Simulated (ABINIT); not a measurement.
Runs of ABINIT 10.8.3 (patched build) on TiC. It takes space group Fm-3m (No. 225, cubic). Conventional cell: a = 4.331 Å, b = 4.331 Å, c = 4.331 Å, α = 90.00°, β = 90.00°, γ = 90.00°. Ti (site symmetry m-3m) is surrounded by 6 C at 2.17 Å. C (site symmetry m-3m) is surrounded by 6 Ti at 2.17 Å. The cell is a database's computed one.

| level | V0 of scaled cells (Å³/atom) | B0 (GPa) |
| --- | --- | --- |
| revPBE | 10.33 | 242 |
| LDA | 9.71 | 282 |
| BLYP | 10.52 | 228 |
| RPBE | (a) | 239 |
| AM05 | 9.89 | 267 |
| PW91 | 10.18 | 251 |
| PBEsol | (b) | 267 |

Alike in all rows: task equation of state; potentials or basis JTH PAW PBE v2.0; no spin polarisation; cell as given; k mesh 11 × 11 × 11; cutoff (eV) 626; smearing fermi-dirac 0.05 eV.

Question: Fill in the values left out.

Answer: (a) 10.38; (b) 9.93.

Caveats: pressures at fixed basis lie under the slope of the energies; the PAW data sets were made with another functional, which shifts forces and pressure a little.

Runs at the PBE level aren't shown here.
